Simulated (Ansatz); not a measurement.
# CsPbCl3 (model cell, started as cubic perovskite with Pb in the octahedra): a soft mode frozen in, part 2 of 2

Which phase does CsPbCl3 (model cell, started as cubic perovskite with Pb in the octahedra) fall into along its unstable mode, and how much energy does it gain?

Ansatz 0.2.0; DFT LDA, scalar-relativistic, plane waves, PAW; PAW set soft_1.

So far, highest frequency on the path or at a solved wavevector (cm⁻¹): step 2 (the dispersion) 280. Also lowest frequency on the path (cm⁻¹): step 2 -55.8.

**6. Relaxation from the frozen mode**

Starting from the lowest point found, all atoms and the cell are let go, so that strain and other modes of the same symmetry can join in.

input.yaml

```yaml
crystal:
  lattice:
    - [5.5203976441, 5.5203976441, 0.0]
    - [5.5203976441, 0.0, 5.5203976441]
    - [5.5203976441, 0.0, -5.5203976441]
  atoms:
    - { symbol: Cs, position: [0.0, 0.0, 0.0] }
    - { symbol: Cs, position: [0.0, 0.5, 0.5] }
    - { symbol: Pb, position: [0.5, 0.25, 0.75] }
    - { symbol: Pb, position: [0.5, 0.75, 0.25] }
    - { symbol: Cl, position: [0.5, 0.0543439113, 0.0543439113] }
    - { symbol: Cl, position: [0.5, 0.4456560887, 0.4456560887] }
    - { symbol: Cl, position: [0.0, 0.5, 0.0] }
    - { symbol: Cl, position: [0.0, 0.0, 0.5] }
    - { symbol: Cl, position: [0.5, -0.0543439113, 0.5543439113] }
    - { symbol: Cl, position: [0.5, 0.5543439113, -0.0543439113] }
kpoints:
  mp_grid: { grid: [8, 8, 8] }
hamiltonian:
  xc: lda
  pseudopotentials: { kind: paw, azcp: { folder: soft_1 }, xc_functional: pbe }
scf:
  occupations: { method: fixed }
output:
  forces: true
  stress: true
  eigenvalues: true
  write_density: true
  write_potential: true
  elf: true
  volumetric_format: npy
relax:
  adjacent_minimum: "off"
  f_tol: 0.002
  max_steps: 120
  cell: { stress_tol: 0.03 }
```

Launch:

```bash
$ ansatz run input.yaml --threads 4 --pin off --max-ram 16384MiB --backend cpu --events-out ev --progress --plain --runs-dir out
```

Numbers of over 12 decimals in the logs are rounded to 6 here.

What it wrote:

```text
[...]
Crystal: 10 atoms, lattice volume = 336.466 Å³
Basis set: ecut = 420 eV, 6615 PW (Γ)
Bands: 54, of which v1, the nominal top of the filled ones, is band 44 counted from 1 (43 counted from 0)
Symmetry: 16 space group operations
[...]
k-points: 59 of 512
[...]
SCF iter   1: F=—  HF=-40500.092164 eV  |F-HF|=—  |Δ(HF+E_count)|=         —  Δρ=2.52e-2  dr2=5.18e0  ethr=3.10e-3  ⟨swp⟩=6.1  Hψ=12073  notcnv=0  defer=407
[...]
SCF iter   8: F=-40497.511965 eV  HF=-40497.511965 eV  |F-HF|=1.00e-8  |Δ(HF+E_count)|=   1.15e-7  Δρ=2.81e-6  dr2=4.82e-8  ethr=1.14e-10  ⟨swp⟩=23.6  Hψ=34872  notcnv=0
SCF 1 converged in 8 iterations: F = -40497.511965 eV  dr2 = 4.82e-8
[...]
relax step   1: F+E_penalty+E_count = -40497.51196491 eV  Δ(F+E_penalty+E_count) = +0.000e0 eV  max|allowed force component| = 2.899e-2 eV/Å  Δτ_max = 0.0000 Å  P = -0.569 GPa  Ω = 336.466 Å³  (8 SCF iters, dr2 threshold 1.00e-7 eV, accepted)
Crystal: 10 atoms, lattice volume = 330.573 Å³
Basis set: ecut = 420 eV, 6439 PW (Γ)
[...]
iter 1 solved again at ethr=3.76e-6 eV; its pass at ethr=3.10e-3 eV (dr2=3.31e-3 eV) is discarded
[...]
SCF iter   5: F=-40497.556898 eV  HF=-40497.556898 eV  |F-HF|=4.66e-8  |Δ(HF+E_count)|=   7.83e-7  Δρ=8.16e-6  dr2=2.16e-7  ethr=1.14e-9  ⟨swp⟩=23.6  Hψ=36207  notcnv=0
SCF 2 converged in 5 iterations: F = -40497.556898 eV  dr2 = 2.16e-7
  Residual-converged pass: ⟨swp⟩=1.0  Hψ=3423  notcnv=0  max |occ|·‖R‖ = 7.0e-9 eV (tolerance 1.0e-8 eV)  dr2=2.16e-7  dr2_onsite=4.14e-9  max |Δocc| = 0.0e0
relax step   2: F+E_penalty+E_count = -40497.55689812 eV  Δ(F+E_penalty+E_count) = -4.493e-2 eV  max|allowed force component| = 5.499e-2 eV/Å  Δτ_max = 0.0349 Å  P = -0.187 GPa  Ω = 330.573 Å³  energy of the carried Pulay correction = +3.586e-4 eV  (5 SCF iters, dr2 threshold 1.00e-6 eV, accepted)
Crystal: 10 atoms, lattice volume = 324.364 Å³
Basis set: ecut = 420 eV, 6291 PW (Γ)
[...]
SCF iter   6: F=-40497.589092 eV  HF=-40497.589093 eV  |F-HF|=5.71e-8  |Δ(HF+E_count)|=   7.48e-8  Δρ=6.35e-6  dr2=1.33e-7  ethr=4.01e-10  ⟨swp⟩=23.8  Hψ=33872  notcnv=0
SCF 3 converged in 6 iterations: F = -40497.589092 eV  dr2 = 1.33e-7
relax step   3: F+E_penalty+E_count = -40497.58909245 eV  Δ(F+E_penalty+E_count) = -3.219e-2 eV  max|allowed force component| = 1.967e-2 eV/Å  Δτ_max = 0.1289 Å  P = +0.080 GPa  Ω = 324.364 Å³  energy of the carried Pulay correction = +7.448e-4 eV  (6 SCF iters, dr2 threshold 3.53e-7 eV, accepted)
[...]
relax step   4: F+E_penalty+E_count = -40497.58985250 eV  Δ(F+E_penalty+E_count) = -7.601e-4 eV  max|allowed force component| = 1.178e-2 eV/Å  Δτ_max = 0.0357 Å  P = -0.050 GPa  Ω = 324.825 Å³  energy of the carried Pulay correction = +7.158e-4 eV  (6 SCF iters, dr2 threshold 2.42e-8 eV, accepted)
[...]
relax step   5: F+E_penalty+E_count = -40497.59013871 eV  Δ(F+E_penalty+E_count) = -2.862e-4 eV  max|allowed force component| = 6.252e-4 eV/Å  Δτ_max = 0.0116 Å  P = -0.001 GPa  Ω = 324.591 Å³  energy of the carried Pulay correction = +7.305e-4 eV  (5 SCF iters, dr2 threshold 9.17e-9 eV, accepted)
[...]
SCF iter   5: F=-40497.589507 eV  HF=-40497.589507 eV  |F-HF|=7.28e-12  |Δ(HF+E_count)|=  7.28e-12  Δρ=4.65e-8  dr2=1.12e-11  ethr=1.00e-12  ⟨swp⟩=21.6  Hψ=27013  notcnv=0
SCF 6 converged in 5 iterations: F = -40497.589507 eV  dr2 = 1.12e-11
relax step   6: F+E_penalty+E_count = -40497.58950748 eV  Δ(F+E_penalty+E_count) = +6.312e-4 eV  max|allowed force component| = 6.276e-4 eV/Å  Δτ_max = 0.0000 Å  P = -0.002 GPa  Ω = 324.591 Å³  stress off target by 2.86e-3 GPa  SCF on the basis re-selected at this cell (its energy is not comparable with the rows above)  (5 SCF iters)
basis re-selected at this cell: Δ(F+E_penalty+E_count) = +6.312e-4 eV, ΔP = -0.001 GPa vs the last step (what re-selecting the basis moved, of the pressure what is left beyond the Pulay correction that the steps carried, after the strain that the cell walked since its last selection, with what the two solves' SCF thresholds leave and, on support functions, any second-order correction that the steps lacked; it is no m [...]
SCF converged after 5 iterations
Free energy (F): -40497.589507 eV
[...]
Internal energy: -40497.589507 eV  (E = F + TS)
E sigma→0 (E₀):  -40497.589507 eV
Fermi energy:    4.326998 eV
[...]
--- Forces (eV/Å), atoms counted from 1 ---
  atom   1  Cs     0.00000000     0.00000000     0.00000000
  atom   2  Cs     0.00000000     0.00000000     0.00000000
  atom   3  Pb     0.00000000     0.00000000    -0.00000000
  atom   4  Pb     0.00000000    -0.00000000     0.00000000
  atom   5  Cl     0.00062761    -0.00000000     0.00000000
  atom   6  Cl    -0.00062761    -0.00000000     0.00000000
  atom   7  Cl     0.00000000     0.00000000     0.00000000
  atom   8  Cl     0.00000000     0.00000000     0.00000000
  atom   9  Cl     0.00000000     0.00000000    -0.00062761
  atom  10  Cl     0.00000000     0.00000000     0.00062761
  max |Σ_I F_I| component: 8.67e-19 eV/Å
--- Stress (GPa, compression-positive) ---
       -0.001734       0.000000       0.000000
        0.000000      -0.002856       0.000000
        0.000000       0.000000      -0.001734
  P = ⅓ Tr σ = -0.0021 GPa (-0.021 kbar)
--- Band table (eV; the first three rows and the last of 59) ---
  k-point 0: bands = [... 40 lower, 2.0864, 2.1403, 2.1403, 4.3270, 6.1852, 6.5608, 6.5608, 7.8721, ... 6 higher]
  k-point 1: bands = [... 40 lower, 2.1168, 2.1287, 2.2460, 4.1031, 6.3813, 6.6762, 6.7388, 7.9964, ... 6 higher]
  k-point 2: bands = [... 40 lower, 2.0779, 2.1019, 2.3719, 3.6141, 6.8485, 7.0118, 7.1805, 8.3058, ... 6 higher]
  k-point 58: bands = [... 40 lower, 2.0748, 2.0788, 2.9048, 3.5771, 6.9572, 6.9572, 7.1697, 8.9077, ... 6 higher]
--- Relaxed structure (5 steps of the walk, 5 accepted, 1 SCFs on fresh bases) ---
  F+E_penalty+E_count = -40497.58950748 eV   max|allowed force component| = 6.276e-4 eV/Å   (the final SCF, on the basis selected at the relaxed cell)
  cell:  # Å, volume = 324.5911 Å³
    - [5.370886, 5.626195, 0]
    - [5.370886, 0.0, 5.370886]
    - [5.370886, 0.0, -5.370886]
  atoms:
    - { symbol: Cs, position: [0, -2.5139108996335656e-19, -3.77086634945035e-19] }
    - { symbol: Cs, position: [0, 0.500000, 0.500000] }
    - { symbol: Pb, position: [0.500000, 0.250000, 0.750000] }
    - { symbol: Pb, position: [0.500000, 0.750000, 0.250000] }
    - { symbol: Cl, position: [0.500000, 0.071359, 0.071359] }
    - { symbol: Cl, position: [0.500000, 0.428641, 0.428641] }
    - { symbol: Cl, position: [0, 0.500000, 0.0] }
    - { symbol: Cl, position: [0, 0.0, 0.500000] }
    - { symbol: Cl, position: [0.500000, -0.071359, 0.571359] }
    - { symbol: Cl, position: [0.500000, 0.571359, -0.071359] }
```

Run time: 1.9 min. Hardware: 4 threads of Intel Xeon Platinum 8259CL at 2.50GHz (Skylake/Cascade Lake), shared host; peak memory 1.3 GiB; 7.4 min of CPU time.

Relaxation path:

```
step  energy less that of the first step (eV)  largest force component (eV/Å)  pressure (GPa)  volume (Å³)
   1                                   0.0000                          0.0290           -0.57       336.47
   2                                  -0.0449                          0.0550           -0.19       330.57
   3                                  -0.0771                          0.0197            0.08       324.36
   4                                  -0.0779                          0.0118           -0.05       324.83
   5                                  -0.0782                          0.0006            0.00       324.59
  6*                                  -0.0775                          0.0006            0.00       324.59
```

Relaxation steps marked * repeat the geometry before them on a plane-wave basis chosen anew for their cell, so energy and pressure can jump there.

Forces are held to the 16 operations that the run works with; a distortion that breaks them can't arise in this run.

```
conventional cell, symmetrised  before   after  change
                         a (Å)   7.807   7.596  -2.7 %
                         b (Å)   7.807   7.596  -2.7 %
                         c (Å)  11.041  11.252  +1.9 %
              volume (Å³/atom)   33.65   32.46  -3.5 %
```

The atoms that moved most (Å, as changes of fractional coordinates times the final cell):

```
atom      dx     dy      dz  length
 Cl9   0.000  0.000  -0.183   0.183
Cl10   0.000  0.000   0.183   0.183
 Cl6  -0.183  0.000   0.000   0.183
 Cl5   0.183  0.000   0.000   0.183
```

Numbers from this step:

- pressure: -0.002108 GPa
- gap on the k-mesh: 1.858 eV
- volume per atom: 32.46 Å³

Valence density in the ac plane of the conventional cell at fractional y = 0.000, with atoms of Cs and Pb and Cl within 0.2 Å of it. It is the smooth field of the valence electrons, not physical close to the nuclei.

Ten steps, logarithmic in the rise over the least value, from '_' (-0.1 e/Å³) to '@' (6.9 e/Å³), each cell a mean:
```
@@%%**==::::::::::::::::::::::::::--++##@@
##**==--::::::::::::::::::::::::::::--++**
==----::::::::::::::::::::::::::::::::--==
====--::::::::::--==++====--::::::::----==
****==--::::::--++******++==--::::::==++**
****++==::::::==**++__==**++--::::--++****
****++--::::::==++++==++**++--::::--==****
**++==--::::::--==++****++==::::::::--++**
==----::::::::::----====--::::::::::::--==
++==--::::::::::::::::::::::::::::::--====
%%##++--::::::::::::::::::::::::::--==**%%
@@%%**==--::----::::::::::::----::--++%%@@
@@%%**==::::::::::::::::::::::::::--++##@@
##**==--::::::::::::::::::::::::::::--++**
==----::::::::::::::::::::::::::::::::--==
====--::::::::::--==++====--::::::::----==
****==--::::::--++******++==--::::::==++**
****++==::::::==**++__==**++--::::--++****
****++--::::::==++++==++**++--::::--==****
**++==--::::::--==++****++==::::::::--++**
==----::::::::::----====--::::::::::::--==
++==--::::::::::::::::::::::::::::::--====
%%##++--::::::::::::::::::::::::::--==**%%
@@%%**==--::----::::::::::::----::--++%%@@
```
Columns run along a (7.6 Å), rows up along c (11.3 Å), edges of the conventional cell, whose origin can differ from the input's. Atoms in or near the plane, at fractional coordinates: Cs at (0.50, 0.75), Cs at (0.50, 0.25), Pb at (0.00, 0.00), Pb at (0.00, 0.50), Cl at (0.00, 0.75), Cl at (0.00, 0.25).

Electrostatic potential energy in the ac plane of the conventional cell at fractional y = 0.000, with atoms of Cs and Pb and Cl within 0.2 Å of it. With pseudopotentials it is smooth inside the atoms' cores, unlike the true potential.

Ten even steps from '0' (-37 eV) to '9' (9 eV), each cell a mean:
```
002799999999999998500
136899999999999999852
789999999999999999988
889999998766789999998
248999985433478999963
005999974344358999820
016999974343368999830
469999986444579999985
899999998877899999998
678999999999999999876
015899999999999999730
102799999999999998400
002799999999999998500
136899999999999999852
789999999999999999988
889999998766789999998
248999985433478999963
005999974344358999820
016999974343368999830
469999986444579999985
899999998877899999998
678999999999999999876
015899999999999999730
102799999999999998400
```
Columns run along a (7.6 Å; values clipped at the 3rd and 97th percentile), rows up along c (11.3 Å), edges of the conventional cell, whose origin can differ from the input's. Atoms in or near the plane, at fractional coordinates: Cs at (0.50, 0.75), Cs at (0.50, 0.25), Pb at (0.00, 0.00), Pb at (0.00, 0.50), Cl at (0.00, 0.75), Cl at (0.00, 0.25).

ELF in the ac plane of the conventional cell at fractional y = 0.000, with atoms of Cs and Pb and Cl within 0.2 Å of it. It is the smooth field of the valence electrons, not physical close to the nuclei.

Ten even steps from '_' (0.02) to '@' (0.88), each cell a mean:
```
__::==--..::++++==..____--++++--..::====..
====--::__..::::..________::--::__..--====
::::..__________..::--::..__________..::::
****==::______::**%%@@@@##==..____..--++**
@@@@@@**::__::##@@@@%%@@@@@@==____==%%@@@@
==%%@@%%--__==@@@@**::==@@@@**....**@@@@**
**%%@@%%--__--%%@@%%==**@@@@**....**@@@@##
@@@@##++..__..**@@@@@@@@@@%%--____--##%%@@
==--::..______..==**####++::________..--==
----::..____..______....____..______..::--
--====::..::--==::______..--==::....--==--
__::==--..::++**==..____--++**==..::==--__
__::==--..::++++==..____--++++--..::====..
====--::__..::::..________::--::__..--====
::::..__________..::--::..__________..::::
****==::______::**%%@@@@##==..____..--++**
@@@@@@**::__::##@@@@%%@@@@@@++____==%%@@@@
==%%@@%%--__==@@@@**::==@@@@**....**@@@@**
**%%@@%%--__--%%@@%%==**@@@@**....**@@@@##
@@@@##++..__..**@@@@@@@@@@%%--____--##%%@@
==--::..______..==**####++::________..--==
----::..____..______....____..______..::--
--====::..::--==::______..--==::....--==--
__::==--..--++**==..____--++**==..::==--__
```
Columns run along a (7.6 Å), rows up along c (11.3 Å), edges of the conventional cell, whose origin can differ from the input's. Atoms in or near the plane, at fractional coordinates: Cs at (0.50, 0.75), Cs at (0.50, 0.25), Pb at (0.00, 0.00), Pb at (0.00, 0.50), Cl at (0.00, 0.75), Cl at (0.00, 0.25).

The distorted start has space group I4/mcm; the relaxation ends in I4/mcm.

**7. The new phase in its own primitive cell**

The relaxed structure is symmetrised, reduced to its primitive cell and relaxed tightly, as its phonons need.

input.yaml

```yaml
crystal:
  lattice:
    - [-3.7977900717, 3.7977900717, 5.626194867]
    - [3.7977900717, -3.7977900717, 5.626194867]
    - [3.7977900717, 3.7977900717, -5.626194867]
  atoms:
    - { symbol: Cs, position: [0.75, 0.25, 0.5] }
    - { symbol: Cs, position: [0.25, 0.75, 0.5] }
    - { symbol: Pb, position: [0.0, 0.0, 0.0] }
    - { symbol: Pb, position: [0.5, 0.5, 0.0] }
    - { symbol: Cl, position: [0.6786405426, 0.1786405426, 0.8572810851] }
    - { symbol: Cl, position: [0.3213594574, 0.8213594574, 0.1427189149] }
    - { symbol: Cl, position: [0.75, 0.75, 0.0] }
    - { symbol: Cl, position: [0.25, 0.25, 0.0] }
    - { symbol: Cl, position: [0.1786405426, 0.3213594574, 0.5] }
    - { symbol: Cl, position: [0.8213594574, 0.6786405426, 0.5] }
kpoints:
  mp_grid: { grid: [8, 8, 8] }
hamiltonian:
  xc: lda
  pseudopotentials: { kind: paw, azcp: { folder: soft_1 }, xc_functional: pbe }
scf:
  occupations: { method: fixed }
output:
  forces: true
  stress: true
  eigenvalues: true
relax:
  adjacent_minimum: "off"
  f_tol: 0.001
  max_steps: 60
  cell: { stress_tol: 0.01 }
```

What it wrote:

```text
[...]
Crystal: 10 atoms, lattice volume = 324.591 Å³
Basis set: ecut = 420 eV, 6291 PW (Γ)
Bands: 54, of which v1, the nominal top of the filled ones, is band 44 counted from 1 (43 counted from 0)
Symmetry: 16 space group operations
[...]
k-points: 59 of 512
[...]
- { symbol: Pb, position: [0.0, 0.0, 0.0] }
    - { symbol: Pb, position: [0.5, 0.5, 0.0] }
    - { symbol: Cl, position: [0.678641, 0.178641, 0.857281] }
    - { symbol: Cl, position: [0.321359457425, 0.821359457425, 0.142719] }
    - { symbol: Cl, position: [0.75, 0.75, 0.0] }
    - { symbol: Cl, position: [0.25, 0.25, 0.0] }
    - { symbol: Cl, position: [0.178640542575, 0.321359457425, 0.5] }
    - { symbol: Cl, position: [0.821359, 0.678641, 0.5] }
[key lines of the parts left out:]
SCF converged after 6 iterations
Free energy (F): -40497.589508 eV
Fermi energy:    4.326999 eV
P = ⅓ Tr σ = -0.0021 GPa (-0.021 kbar)
```

It took 41 s on 4 threads; peak memory 1.2 GiB; 2.6 min of CPU time.

Little changed from the start: no atom moved by 0.005 Å and no cell edge by 0.1 %.

Numbers from this step:

- pressure: -0.002107 GPa
- direct gap on mesh: 1.858 eV

The largest force component left is 0.44 meV/Å and the pressure is -0.002 GPa, within the tolerances set. The cell now holds 32.46 Å³/atom.

**8. Summary of results**

| Quantity | Value |
| --- | --- |
| unstable mode of the parent | q = (-0.5, -0.5, -0.5), 56i cm⁻¹ |
| depth at the lowest point sampled | 15.9 meV/atom |
| largest atomic shift at that point | 0.6 Å |
| space group reached (within 0.01 Å) | I4/mcm |
| energy gained over the parent (first relaxation, on the mesh of the frozen mode) | 23.6 meV/atom |
| volume per atom, phase reached | 32.5 Å³ |
| gap on the k-mesh, phase reached | 1.86 eV |

Along this mode the structure falls into I4/mcm, 23.6 meV/atom below the parent. At the parent's cell the well is 15.87 meV/atom deep on the steps tried, with its lowest point at a shift of 0.6 Å. That is the last step tried, so the steps alone don't bracket the bottom of the well. Relaxing atoms and cell changes the gain by +7.75 meV/atom against the lowest step (energies at zero smearing). The modes of the phase reached were not computed on this path. Of the 4 patterns followed to their end from this parent, this one reaches the lowest energy. Another end point lies within 1 meV/atom; how such a difference moves with mesh and cutoff was not tested. Each path keeps the symmetry of its pattern, so a lower phase may lie along a pattern not tried. Spin-orbit coupling is left out, which can matter for the heavy elements here. The PAW files were made for PBE and serve the other functionals too. The starting cell was built on a prototype and not taken from a measurement, so the phase need not exist.

[Logs are printed without paths, hosts, clocks, repeated set-up lines and the standing remarks that a program may print on its own settings, such as how far it seeks lower states.]

[Hosts, paths, dates, database ids (printed as entryN), source tags and the programs' standing remarks are cut or masked in the printed files.]
